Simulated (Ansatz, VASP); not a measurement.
## One calculation of Al, two programs

Contents of INCAR:

```
SYSTEM = Al
PREC = Accurate
ENCUT = 520
EDIFF = 1E-7
ISMEAR = 0
SIGMA = 0.05
LREAL = .False.
LASPH = .True.
NELM = 80
ALGO = Normal
ISIF = 2
LWAVE = .False.
LCHARG = .False.
GGA = PE
NBANDS = 8
```

Contents of KPOINTS:

```
regular mesh
0
Gamma
  14 14 14
  0 0 0
```

File POSCAR:

```
Al
1.0
    0.0000000000      2.0183282451      2.0183282451
    2.0183282451      0.0000000000      2.0183282451
    2.0183282451      2.0183282451      0.0000000000
Al
1
Direct
    0.0000000000      0.0000000000      0.0000000000
```

Input for Ansatz:

```yaml
crystal:
  lattice:
    - [0.0, 2.0183282451, 2.0183282451]
    - [2.0183282451, 0.0, 2.0183282451]
    - [2.0183282451, 2.0183282451, 0.0]
  atoms:
    - { symbol: Al, position: [0.0, 0.0, 0.0] }
basis:
  ecutwfc: 420
  ecutrho_ratio: 4
kpoints:
  mp_grid: { grid: [14, 14, 14] }
hamiltonian:
  xc: pbe
scf:
  occupations: { method: gaussian, width: 0.05 }
output:
  forces: true
  stress: true
  eigenvalues: true
```

Alike in both runs: task single point; functional PBE; k mesh 14 × 14 × 14; occupations gaussian, width 0.05 eV; no spin polarisation.

```csv
,VASP,Ansatz
version,VASP 6.6.1,Ansatz 0.2.0
potentials or method,"VASP PAW PBE potentials, release 64 (Al)","scalar-relativistic, plane waves, PAW"
plane-wave cutoff (eV),520,420
valence electrons in the cell,3,3
```

```tsv
	VASP	Ansatz	Ansatz less VASP
gap on the k mesh at the Fermi level (eV)	none	none	-
pressure (GPa)	0.0	0.0	+0.04
```

A gap of «none» marks a metal or a gap that the smearing closes.
